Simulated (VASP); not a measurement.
# Ge (I4_1/amd) in VASP: notebook, part 2 of 2

VASP 6.6.1. The steps go on from the part before.

## (4) Single point, PBE

File INCAR:

```
PREC = Accurate
ENCUT = 500
EDIFF = 1E-7
ISMEAR = 0
SIGMA = 0.05
LREAL = F
LASPH = T
NELM = 100
ALGO = Normal
ISIF = 2
LWAVE = F
LCHARG = F
GGA = PE
NBANDS = 21
ADDGRID = F
```

File KPOINTS:

```
regular mesh
0
Gamma
  9 9 9
```

File POSCAR:

```
Ge
1.0
   -2.5744897190      2.5744897190      1.3974126432
    2.5744897190     -2.5744897190      1.3974126432
    2.5744897190      2.5744897190     -1.3974126432
Ge
2
Direct
    0.5000000000      0.5000000000      0.0000000000
    0.2500000000      0.7500000000      0.5000000000
```

Potentials or basis: VASP PAW PBE potentials, release 64 (Ge_d).

Command:

```bash
$ cat potpaw_PBE.64/Ge_d/POTCAR > POTCAR
$ mpirun -np 1 vasp_std > vasp.out
```

OUTCAR:

```text
PREC = Accurate
   ENCUT = 500
   EDIFF = 1E-7
   ISMEAR = 0
   LREAL = F
   LASPH = T
   NELM = 100
   ISIF = 2
   GGA = PE

 Found     75 irreducible k-points:

 Following reciprocal coordinates:
            Coordinates               Weight
  0.000000  0.000000  0.000000      1.000000
  0.111111  0.000000  0.000000      8.000000
  0.222222  0.000000 -0.000000      8.000000
  0.333333  0.000000  0.000000      8.000000
  0.444444  0.000000 -0.000000      8.000000
  0.111111  0.111111  0.000000      8.000000
   k-points           NKPTS =     75   k-points in BZ     NKDIM =     75   number of bands    NBANDS=     21
   number of dos      NEDOS =    301   number of ions     NIONS =      2
   total plane-waves  NPLWV =  21952
   dimension x,y,z NGX =    28 NGY =   28 NGZ =   28
   dimension x,y,z NGXF=    56 NGYF=   56 NGZF=   56
   ions per type =               2
   NGX,Y,Z   is equivalent  to a cutoff of  11.94, 11.94, 11.94 a.u.
   NGXF,Y,Z  is equivalent  to a cutoff of  23.87, 23.87, 23.87 a.u.
 SYSTEM =  unknown system
   PREC   = accura    normal or accurate (medium, high low for compatibility)
   ISTART =      0    job   : 0-new  1-cont  2-samecut
   ICHARG =      2    charge: 1-file 2-atom 10-const
   ISPIN  =      1    spin polarized calculation?
   LNONCOLLINEAR =      F non collinear calculations
   LSORBIT =      F    spin-orbit coupling
   LASPH  =      T    aspherical Exc in radial PAW
   ENCUT  =  500.0 eV  36.75 Ry    6.06 a.u.   7.11  7.11  7.11*2*pi/ulx,y,z
   NELM   =    100;   NELMIN=  2; NELMDL= -5     # of ELM steps
   EDIFF  = 0.1E-06   stopping-criterion for ELM
   LREAL  =      F    real-space projection
   EDIFFG = 0.1E-05   stopping-criterion for IOM
   NSW    =      0    number of steps for IOM
   IBRION =     -1    ionic relax: 0-MD 1-quasi-New 2-CG
   NFREE  =      0    steps in history (QN), initial steepest desc. (CG)
   ISIF   =      2    stress and relaxation
   ISYM   =      2    0-nonsym 1-usesym 2-fastsym
   POTIM  = 0.5000    time-step for ionic-motion
   TEBEG  =    0.0;   TEEND  =   0.0 temperature during run
   PSTRESS=    0.0 pullay stress
   NELECT =      28.0000    total number of electrons
   NUPDOWN=      -1.0000    fix difference up-down
   EMIN   =  10.00;   EMAX   =-10.00  energy-range for DOS
   EFERMI =   0.00;   METHOD = LEGACY
   ISMEAR =     0;   SIGMA  =   0.05  broadening in eV -4-tet -1-fermi 0-gaus
   EFERMI_NEDOS =   21; number of points for ismear=-14 and -15
   IALGO  =     38    algorithm
   IMIX   =      4    mixing-type and parameters
     AMIX     =   0.40;   BMIX     =  1.00
     AMIX_MAG =   1.60;   BMIX_MAG =  1.00
  volume/ion in A,a.u.               =      18.52       125.01
  Fermi-wavevector in a.u.,A,eV,Ry     =   1.491209  2.817976 30.255333  2.223704
  Thomas-Fermi vector in A             =   2.603893
   LORBIT       =      0    0 simple, 1 ext, 2 COOP (PROOUT), +10 PAW based schemes
   GGA     = PE    functional components
   LHFCALC =     F    Hartree Fock is set to
   AEXX    =    0.0000 exact exchange contribution
   IVDW    =     0    specifies the selected vdW correction
   LEPSILON=     F    determine dielectric tensor
   LRPA    =     F    only Hartree local field effects (RPA)
 non-spin polarized calculation
 Gauss-broadening in eV      SIGMA  =   0.05
  energy-cutoff  :      500.00
  volume of cell :       37.05
 maximum number of plane-waves:       955
   NGX = 15   NGY = 15   NGZ = 15

 number of electron      28.0000030 magnetization

 Free energy of the ion-electron system (eV)
  ---------------------------------------------------
  ext. energy  EPLUGINS =         0.00000000
  ---------------------------------------------------
  free energy    TOTEN  =        -8.54933411 eV

  energy without entropy =       -8.54822298  energy(sigma->0) =       -8.54877854

 E-fermi :   6.8270     XC(G=0): -11.3196

 val. band max:        6.8057780189   @ k =  -0.4444   0.4444   0.0000
 cond. band min:       6.8429977054   @ k =   0.2222   0.1111   0.0000
 fundamental gap:      0.0372196865
 Fermi energy:         6.8269695383

 k-point     1 :       0.0000    0.0000    0.0000
  band No.  band energies     occupation
      1     -17.9575      2.00000
      2     -17.9155      2.00000
      3     -17.8833      2.00000
      4     -17.8820      2.00000
      5     -17.7775      2.00000
      6     -17.7775      2.00000
      7     -17.7712      2.00000
      8     -17.7712      2.00000
      9     -17.7077      2.00000
     10     -17.6414      2.00000
     11      -6.5064      2.00000
     12       2.7352      2.00000
     13       4.4603      2.00000
     14       4.4603      2.00000
     15      10.0898      0.00000
     16      14.4040      0.00000
     17      14.4040      0.00000
     18      14.9557      0.00000
     19      15.1682      0.00000
     20      18.3557      0.00000
     21      19.3346      0.00000

 k-point     2 :       0.1111    0.0000    0.0000
  band No.  band energies     occupation
      1     -17.9527      2.00000
      2     -17.8995      2.00000
      3     -17.8758      2.00000
      4     -17.8642      2.00000
      5     -17.7895      2.00000
      6     -17.7868      2.00000
      7     -17.7730      2.00000
      8     -17.7725      2.00000
      9     -17.7105      2.00000
     10     -17.6467      2.00000
     11      -6.2047      2.00000
     12       2.3504      2.00000
     13       4.4600      2.00000
     14       5.4035      2.00000
     15      10.6522      0.00000
     16      12.5009      0.00000
     17      13.0037      0.00000
     18      13.8025      0.00000
     19      14.3027      0.00000
     20      17.9474      0.00000
     21      18.4440      0.00000

 k-point     3 :       0.2222    0.0000   -0.0000
  band No.  band energies     occupation
      1     -17.9389      2.00000
      2     -17.8651      2.00000
      3     -17.8605      2.00000
      4     -17.8325      2.00000
      5     -17.8117      2.00000
      6     -17.7875      2.00000
      7     -17.7841      2.00000
      8     -17.7775      2.00000
      9     -17.7185      2.00000
     10     -17.6595      2.00000
     11      -5.3015      2.00000
     12       2.0514      2.00000
     13       4.5694      2.00000
     14       7.2156      0.00000
     15       8.8379      0.00000
     16      10.0286      0.00000
     17      11.9917      0.00000
     18      12.3731      0.00000
     19      13.3623      0.00000
     20      16.0129      0.00000
     21      17.4493      0.00000

 k-point     4 :       0.3333    0.0000    0.0000
  band No.  band energies     occupation
      1     -17.9239      2.00000
      2     -17.8532      2.00000
      3     -17.8482      2.00000
      4     -17.8406      2.00000
      5     -17.8221      2.00000
      6     -17.7992      2.00000
      7     -17.7651      2.00000
      8     -17.7384      2.00000
      9     -17.7298      2.00000
     10     -17.6750      2.00000
     11      -3.8145      2.00000
     12       2.0793      2.00000
     13       4.9160      2.00000
     14       5.2128      2.00000
     15       7.2522      0.00000
     16       9.7694      0.00000
     17      10.8817      0.00000
     18      11.4802      0.00000
     19      14.8806      0.00000
     20      14.9141      0.00000
     21      18.4152      0.00000

 k-point     5 :       0.4444    0.0000   -0.0000
  band No.  band energies     occupation
      1     -17.9139      2.00000
      2     -17.8670      2.00000
      3     -17.8631      2.00000
      4     -17.8375      2.00000
      5     -17.8108      2.00000
      6     -17.8094      2.00000
      7     -17.7401      2.00000
      8     -17.7292      2.00000
      9     -17.7127      2.00000
     10     -17.6852      2.00000
     11      -1.8805      2.00000
     12       1.0693      2.00000
     13       3.9449      2.00000
     14       5.2935      2.00000
     15       5.3652      2.00000
     16       9.5045      0.00000
     17      10.4007      0.00000
     18      12.1313      0.00000
     19      15.1701      0.00000
     20      17.9618      0.00000
     21      19.2529      0.00000

 k-point     6 :       0.1111    0.1111    0.0000
  band No.  band energies     occupation
      1     -17.9437      2.00000
      2     -17.8646      2.00000
      3     -17.8625      2.00000
      4     -17.8245      2.00000
      5     -17.8079      2.00000
      6     -17.8010      2.00000
      7     -17.7870      2.00000
      8     -17.7762      2.00000
      9     -17.7150      2.00000
     10     -17.6542      2.00000
     11      -5.4372      2.00000
     12       2.4789      2.00000
     13       5.3828      2.00000
     14       6.0608      2.00000
     15       9.4305      0.00000
     16       9.6333      0.00000
     17      11.5936      0.00000
     18      12.9947      0.00000
     19      13.1648      0.00000
     20      16.1021      0.00000
     21      16.6419      0.00000

 [... further k-points ...]

------------------------ aborting loop because EDIFF is reached ----------------------------------------

  FORCE on cell =-STRESS in cart. coord.  units (eV):
  Direction    XX          YY          ZZ          XY          YZ          ZX
  --------------------------------------------------------------------------------------
  -------------------------------------------------------------------------------------
  Total        0.6492884      0.6492884      0.7693344      0.0000000      0.0000000      0.0000000
  in kB       28.0789749     28.0789749     33.2704551      0.0000000      0.0000000      0.0000000
  external PRESSURE =      29.8094683 kB  Pullay stress =       0.0000000 kB

 VOLUME and BASIS-vectors are now :
 -----------------------------------------------------------------------------
  energy-cutoff  :      500.00
  volume of cell :       37.05
      direct lattice vectors                 reciprocal lattice vectors
    -2.574489719  2.574489719  1.397412643     0.000000000  0.194213244  0.357804119
     2.574489719 -2.574489719  1.397412643     0.194213244  0.000000000  0.357804119
     2.574489719  2.574489719 -1.397412643     0.194213244  0.194213244  0.000000000

 POSITION                                       TOTAL-FORCE (eV/Angst)
 -----------------------------------------------------------------------------------
      0.00000      0.00000      1.39741         0.000000      0.000000      0.000000
      2.57449      0.00000      0.69871        -0.000000     -0.000000     -0.000000
 -----------------------------------------------------------------------------------
    total drift:                                0.000000     -0.000000      0.000000

  FREE ENERGIE OF THE ION-ELECTRON SYSTEM (eV)
  ---------------------------------------------------
  free  energy   TOTEN  =        -8.5493341074 eV

  energy  without entropy=       -8.5482229772  energy(sigma->0) =       -8.54877854
```

stdout:

```text
POSCAR found type information on POSCAR Ge
 POSCAR found :  1 types and       2 ions
 scaLAPACK will be used
 LDA part: xc-table for (Slater+PW92), standard interpolation
 POSCAR, INCAR and KPOINTS ok, starting setup
 FFT: planning ... GRIDC
 FFT: planning ... GRID_SOFT
 FFT: planning ... GRID
 WAVECAR not read
 entering main loop
```

Run time: 19 s. Hardware: 1 thread of Intel Xeon 6975P-C (Granite Rapids), shared host; peak memory 0.18 GiB.

The run converged, but some of its settings lie outside the range that counts as converged, so its numbers aren't taken as properties of the crystal.

Results:

```
Free energy            : -8.5493 eV
Pressure               : 3.0 GPa
Band gap on the k mesh : none (metal or under the smearing width)
```
